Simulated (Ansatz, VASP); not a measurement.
**CaO (ke600): VASP beside Ansatz**

```
Ca O
1.0
     0.00000    2.35388    2.35388
     2.35388    0.00000    2.35388
     2.35388    2.35388    0.00000
Ca O
1 1
Direct
  0.00000 0.00000 0.00000
  0.50000 0.50000 0.50000
```

Alike in both runs: functional LDA; k mesh 8 × 8 × 8; occupations gaussian, width 0.1 eV; no spin polarisation.

Ansatz relaxed the structure, and its values are those at the end. VASP's run is a single point on that final structure, the one shown.

|  | VASP | Ansatz |
| --- | --- | --- |
| version | VASP 6.6.1 | Ansatz 0.2.0 |
| potentials or method | VASP PAW LDA potentials, release 64 (Ca_sv, O) | scalar-relativistic, plane waves, PAW |
| plane-wave cutoff (eV) | 520 | 600 |
| valence electrons in the cell | 16 | 16 |

```csv
,VASP,Ansatz,Ansatz less VASP
gap on the k mesh at the Fermi level (eV),3.42,3.45,+0.030
least direct gap on the mesh (eV),3.78,3.81,+0.031
pressure (GPa),1.0,0.0,-1.02
```

Ansatz warned: «pseudo_functional_mismatch».

A k mesh can miss the band edges.
